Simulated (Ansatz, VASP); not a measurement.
**As in VASP and in Ansatz**

The input INCAR:

```
PREC = Accurate
ENCUT = 520
EDIFF = 1E-6
ISMEAR = -1
SIGMA = 0.03
LREAL = False
LASPH = True
NELM = 150
ALGO = Normal
ISIF = 2
LWAVE = False
LCHARG = False
MAGMOM = 0 0 0
LORBIT = 11
LSORBIT = True
GGA_COMPAT = False
LORBMOM = True
GGA = PE
NBANDS = 16
```

The input KPOINTS:

```
Automatic mesh
0
Gamma
  13 13 13
```

File POSCAR:

```
As
1.0
    2.7293015630      0.0000000000      0.0000000000
    0.0000000000      2.7293015630      0.0000000000
    0.0000000000      0.0000000000      2.7293015630
As
1
Direct
    0.0000000000      0.0000000000      0.0000000000
```

Input for Ansatz:

```yaml
crystal:
  lattice:
    - [2.729301563, 0.0, 0.0]
    - [0.0, 2.729301563, 0.0]
    - [0.0, 0.0, 2.729301563]
  atoms:
    - { symbol: As, position: [0.0, 0.0, 0.0] }
kpoints:
  mp_grid: { grid: [13, 13, 13] }
  band_path:
    path:
      - [0.0, 0.0, 0.0]
      - [0.0, 0.5, 0.0]
      - [0.5, 0.5, 0.0]
      - [0.0, 0.0, 0.0]
      - [0.5, 0.5, 0.5]
      - [0.0, 0.5, 0.0]
      - [0.5, 0.5, 0.5]
      - [0.5, 0.5, 0.0]
    npoints: 5
scf:
  occupations: { method: fermi_dirac, width: 0.03 }
hamiltonian:
  xc: pbe
  pseudopotentials: { kind: all_electron, lapw: { basis_error: 0.0005 } }
output:
  forces: true
  stress: true
  eigenvalues: true
magnetization:
  noncollinear: true
  spin_orbit: true
```

Alike in both runs: task single point; functional PBE; k mesh 13 × 13 × 13; occupations fermi-dirac, width 0.03 eV; non-collinear spin, spin-orbit coupling.

|  | VASP | Ansatz |
| --- | --- | --- |
| version | VASP 6.6.1 | Ansatz 0.2.0 |
| potentials or method | VASP PAW PBE potentials, release 64 (As) | all-electron LAPW |
| plane-wave cutoff (eV) | 520 | see its input |

VASP gave:

- pressure (GPa): 0.2
- net moment per atom (μB): 0.00

Task: What did Ansatz give for the same quantities?

Result: Pressure (GPa): 0.1; net moment per atom (μB): 0.00.

Ansatz ran all-electron here, so the differences hold the error of VASP's frozen core and of both bases.
